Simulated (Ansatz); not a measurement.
CdTe under changes of volume

One of the cells (32.922 Å³/atom); the others are scaled copies at fixed shape and fractional positions:

```
CELL_PARAMETERS angstrom
0.00000 3.20500 3.20500
3.20500 0.00000 3.20500
3.20500 3.20500 0.00000
ATOMIC_POSITIONS crystal
Te 0.75000 0.75000 0.75000
Cd 0.00000 0.00000 0.00000
```

```yaml
Program: Ansatz 0.2.0
Functional: revPBE
Dispersion: D3(BJ)+ATM
Potentials_or_basis: all-electron LAPW, scalar-relativistic
Cutoff: 260 eV (chosen from the basis error)
Basis_error_allowed: 0.001 eV/atom
k_mesh: 7 × 7 × 7
Occupations: tetrahedron
Spin: collinear spin, ferromagnetic start
Starting_moments: "[0.5, 0.0] μB"
```

```csv
volume (Å³/atom),energy over the lowest point (meV/atom),pressure (GPa),gap on the mesh (eV)
30.947,50.10,5.3,1.18
31.605,30.99,4.0,1.11
32.263,16.94,2.9,1.05
32.922,7.40,1.8,0.99
33.580,1.89,0.9,0.93
34.239,0.00,0.1,0.87
34.897,?,?,?
```

Question: What does the run at 34.897 Å³/atom give?

Answer: Energy over the lowest point 1.32 meV/atom; pressure -0.7 GPa; gap on the mesh 0.81 eV.

Worked out: A Birch-Murnaghan fit of order 3 (a polynomial in V^(-2/3)) to the other rows has its minimum at 34.28 Å³/atom, just outside them, with B0 = V·E''(V) = 40 GPa and B' = 4.8. It gives 1.33 meV/atom at 34.897 Å³/atom, against the run's 1.32, and -dE/dV = -0.7 GPa, against -0.7. A straight line through the other rows of the gap, of slope -3.04 eV per unit of ln V (its deformation potential), extrapolates to 0.81 eV, against the run's 0.81.

Energies are extrapolated to zero smearing.

Caveats: spin-orbit coupling is left out, which moves the levels of the heavy elements; with tetrahedron occupations forces and stress needn't match the slope of the energy; the starting moments weren't kept.
